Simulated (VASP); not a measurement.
# HgSe (mp) (F-43m) in VASP: further runs, part 2 of 2

VASP 6.6.1. Earlier steps stand in the parts before.

### 3 Relaxation of cell and atoms, PBE

This run uses another cell than the first one, of 28.07 Å³/atom, 0.915 times its volume.

Input file INCAR:

```
SYSTEM = HgSe
PREC = Accurate
ENCUT = 600
EDIFF = 1E-6
ISMEAR = 1
SIGMA = 0.2
LREAL = .False.
LASPH = .True.
NELM = 100
ALGO = Normal
ISIF = 3
LWAVE = .False.
LCHARG = .False.
GGA = PE
IBRION = 2
NSW = 100
EDIFFG = -0.002
```

Input file KPOINTS:

```
regular mesh
0
Gamma
  12 12 12
  0 0 0
```

Input file POSCAR:

```
HgSe
1.0
    0.0000000000      3.0390000000      3.0390000000
    3.0390000000      0.0000000000      3.0390000000
    3.0390000000      3.0390000000      0.0000000000
Hg Se
1 1
Direct
    0.0000000000      0.0000000000      0.0000000000
    0.2500000000      0.2500000000      0.2500000000
```

Potentials or basis: VASP PAW PBE potentials, release 64 (Hg, Se).

Launch:

```console
$ cat potpaw_PBE.64/Hg/POTCAR potpaw_PBE.64/Se/POTCAR > POTCAR
$ mpirun -np 1 vasp_std > vasp.out
```

OUTCAR:

```text
SYSTEM = HgSe
   PREC = Accurate
   ENCUT = 600
   EDIFF = 1E-6
   ISMEAR = 1
   LREAL = .False.
   LASPH = .True.
   NELM = 100
   ISIF = 3
   GGA = PE
   IBRION = 2
   NSW = 100
   EDIFFG = -0.002

 ion  position               nearest neighbor table
   1  0.000  0.000  0.000-   2 2.63   2 2.63   2 2.63   2 2.63
   2  0.250  0.250  0.250-   1 2.63   1 2.63   1 2.63   1 2.63

  LATTYP: Found a face centered cubic cell.
 ALAT       =     6.0780000000

  Lattice vectors:

 A1 = (   0.0000000000,   3.0390000000,   3.0390000000)
 A2 = (   3.0390000000,   0.0000000000,   3.0390000000)
 A3 = (   3.0390000000,   3.0390000000,   0.0000000000)

Analysis of symmetry for initial positions (statically):
=====================================================================
 Subroutine PRICEL returns:
 Original cell was already a primitive cell.

 Routine SETGRP: Setting up the symmetry group for a
 face centered cubic supercell.

 Subroutine GETGRP returns: Found 24 space group operations
 (whereof 24 operations were pure point group operations)
 out of a pool of 48 trial point group operations.

The static configuration has the point symmetry T_d .

Analysis of symmetry for dynamics (positions and initial velocities):
=====================================================================
 Subroutine PRICEL returns:
 Original cell was already a primitive cell.

 Routine SETGRP: Setting up the symmetry group for a
 face centered cubic supercell.

 Subroutine GETGRP returns: Found 24 space group operations
 (whereof 24 operations were pure point group operations)
 out of a pool of 48 trial point group operations.

The dynamic configuration has the point symmetry T_d .

 Subroutine INISYM returns: Found 24 space group operations
 (whereof 24 operations are pure point group operations),
 and found     1 'primitive' translations

[... 135 lines left out ...]

 number of electron      17.9999998 magnetization

 Free energy of the ion-electron system (eV)
  ---------------------------------------------------
  ext. energy  EPLUGINS =         0.00000000
  ---------------------------------------------------
  free energy    TOTEN  =        -4.00995004 eV

  energy without entropy =       -4.01062768  energy(sigma->0) =       -4.01017592

------------------------ aborting loop because EDIFF is reached ----------------------------------------

  FORCE on cell =-STRESS in cart. coord.  units (eV):
  Direction    XX          YY          ZZ          XY          YZ          ZX
  --------------------------------------------------------------------------------------
  -------------------------------------------------------------------------------------
  Total        1.7692396      1.7692396      1.7692396      0.0000000      0.0000000     -0.0000000
  in kB       50.4981114     50.4981114     50.4981114      0.0000000      0.0000000     -0.0000000
  external PRESSURE =      50.4981114 kB  Pullay stress =       0.0000000 kB
[... 203 lines left out ...]
--------------------------------------- Ionic step        7  -------------------------------------------

 number of electron      18.0000002 magnetization

 Free energy of the ion-electron system (eV)
  ---------------------------------------------------
  ext. energy  EPLUGINS =         0.00000000
  ---------------------------------------------------
  free energy    TOTEN  =        -4.08831407 eV

  energy without entropy =       -4.08935733  energy(sigma->0) =       -4.08866182

 E-fermi :   0.9604     XC(G=0):  -8.6264

 val. band max:        0.9142225641   @ k =   0.0000   0.0000   0.0000
 cond. band min:       1.2338332547   @ k =   0.0833   0.0000   0.0000
 fundamental gap:      0.3196106906
 Fermi energy:         0.9603980400

 k-point     1 :       0.0000    0.0000    0.0000
  band No.  band energies     occupation
      1     -11.9470      2.00000
      2      -5.7499      2.00000
      3      -5.7499      2.00000
      4      -5.7499      2.00000
      5      -5.1527      2.00000
      6      -5.1527      2.00000
      7      -0.1347      2.00000
      8       0.9142      1.37946
      9       0.9142      1.37946
     10       0.9142      1.37946
     11       6.5072      0.00000
     12       6.5072      0.00000
     13       6.5072      0.00000
[... 354 lines left out ...]
  band No.  band energies     occupation
      1     -11.5276      2.00000
      2      -5.5831      2.00000
      3      -5.5522      2.00000
      4      -5.1640      2.00000
      5      -5.1283      2.00000
      6      -4.8793      2.00000
      7      -3.8420      2.00000
      8      -0.8457      2.00000
      9      -0.0938      2.00000
     10       2.9938     -0.00000
     11       6.4815      0.00000
     12       7.6458      0.00000
     13       7.6752      0.00000

 [... further k-points ...]

------------------------ aborting loop because EDIFF is reached ----------------------------------------

  FORCE on cell =-STRESS in cart. coord.  units (eV):
  Direction    XX          YY          ZZ          XY          YZ          ZX
  --------------------------------------------------------------------------------------
  -------------------------------------------------------------------------------------
  Total       -0.0005343     -0.0005343     -0.0005343      0.0000000      0.0000000      0.0000000
  in kB       -0.0138967     -0.0138967     -0.0138967      0.0000000      0.0000000      0.0000000
  external PRESSURE =      -0.0138967 kB  Pullay stress =       0.0000000 kB
[... 17 lines left out ...]
  FREE ENERGIE OF THE ION-ELECTRON SYSTEM (eV)
  ---------------------------------------------------
  free  energy   TOTEN  =        -4.0883140719 eV

  energy  without entropy=       -4.0893573262  energy(sigma->0) =       -4.08866182

 reached required accuracy - stopping structural energy minimisation
```

OSZICAR:

```text
N       E                     dE             d eps       ncg     rms          rms(c)
DAV:   1     0.125745618141E+03    0.12575E+03   -0.93903E+03  1872   0.138E+03
DAV:   2     0.117835988143E+01   -0.12457E+03   -0.11752E+03  2067   0.297E+02
DAV:   3    -0.428559392938E+01   -0.54640E+01   -0.54223E+01  2267   0.637E+01
[... 52 lines left out ...]
DAV:   5    -0.408831420209E+01    0.42529E-06   -0.13421E-06   936   0.176E-02
   6 F= -.40883142E+01 E0= -.40886623E+01  d E =-.145662E-04
       N       E                     dE             d eps       ncg     rms          rms(c)
DAV:   1    -0.408832204407E+01   -0.74167E-05   -0.15916E-04  1937   0.155E-01    0.211E-02
DAV:   2    -0.408831474811E+01    0.72960E-05   -0.17288E-05  1952   0.626E-02    0.745E-03
DAV:   3    -0.408831407194E+01    0.67616E-06   -0.21592E-06   936   0.156E-02
   7 F= -.40883141E+01 E0= -.40886618E+01  d E =-.144360E-04
```

Wall time 85 s (1 thread of Intel Xeon 6975P-C (Granite Rapids), shared host); peak memory 0.26 GiB.

What came out:

```yaml
Free_energy: -4.0883 eV
Relaxed_volume: 30.80 Å³/atom
Relaxed_cell: a = 4.433 Å, b = 4.433 Å, c = 4.433 Å, α = 60.00°, β = 60.00°, γ = 60.00°
Space_group_after_relaxing_to_0.05_Å: F-43m (No. 216)
Energy_gained_by_relaxing: 39.2 meV/atom
Ionic_steps: 7
Pressure_after_relaxing: 0.0 GPa
Band_gap_on_the_k_mesh: none (metal or under the smearing width)
```

Step by step:
```
step  energy change (eV)  largest force (eV/Å)  pressure (GPa)  volume (Å³)
   1              0.0000                0.0000            5.05        56.13
   2             -0.0701                0.0000           -1.26        63.63
   3             -0.0784                0.0000            0.02        61.58
   4             -0.0783                0.0000           -0.08        61.69
   5             -0.0784                0.0000            0.07        61.56
   6             -0.0784                0.0000           -0.02        61.62
   7             -0.0784                0.0000            0.00        61.60
```

Final structure:
```
Hg Se
1.0
     0.00000    3.13469    3.13469
     3.13469    0.00000    3.13469
     3.13469    3.13469    0.00000
Hg Se
1 1
Cartesian
  0.0000 0.0000 0.0000
  1.5673 1.5673 1.5673
```
